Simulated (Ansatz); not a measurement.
Level of theory: DFT PBE, scalar-relativistic, plane waves, PAW in Ansatz 0.2.0. Settings: cutoff 420 eV, Γ-centred meshes spaced at most about 0.3 Å⁻¹, and about 0.25 Å⁻¹ or finer for metals (2π included), Gaussian smearing. No spin polarisation.

Temperature and zero-point effects are left out.

Two forms of Zn₆O were relaxed alike.

A.

```xyz
7
Lattice="2.9982 0.0000 0.0000 -1.4991 2.5965 0.0000 0.0000 0.0000 13.2199" Properties=species:S:1:pos:R:3 pbc="T T T"
Zn    0.0000    1.7310    3.0537
Zn    0.0000    0.0000    0.1445
Zn    0.0000    0.0000    5.0111
Zn    0.0000    1.7310    7.0410
Zn    0.0000    0.0000    9.1050
Zn    0.0000    1.7310   11.1979
O     0.0000    1.7310    1.1320
```

B.

```xyz
7
Lattice="2.5561 1.4758 4.4672 -2.5561 1.4758 4.4672 0.0000 -2.9515 4.4672" Properties=species:S:1:pos:R:3 pbc="T T T"
Zn   -1.6691    0.1289    7.7622
Zn    0.7229   -1.5099    7.7622
Zn   -0.9462   -1.3811    5.6395
Zn   -0.7229    1.5099    5.6395
Zn    1.6691   -0.1289    5.6395
Zn    0.9462    1.3811    7.7622
O     0.0000    0.0000    0.0000
```

**Question.** Which form is favoured at zero pressure, and by what margin per atom?

**Answer.** A is lower, by 100 meV/atom. A has space group P3m1 (No. 156), 14.7 Å³/atom and no gap on its mesh; B has space group R-3 (No. 148), 14.4 Å³/atom and no gap. Counting Zn atoms around O (those within 1.25 times the shortest such distance or 1.15 times the sum of covalent radii, 1.27 where that leaves under three), A has O 4 and B has O 6. Both come from invented guesses.

Cells relaxed within their symmetry can be saddle points.
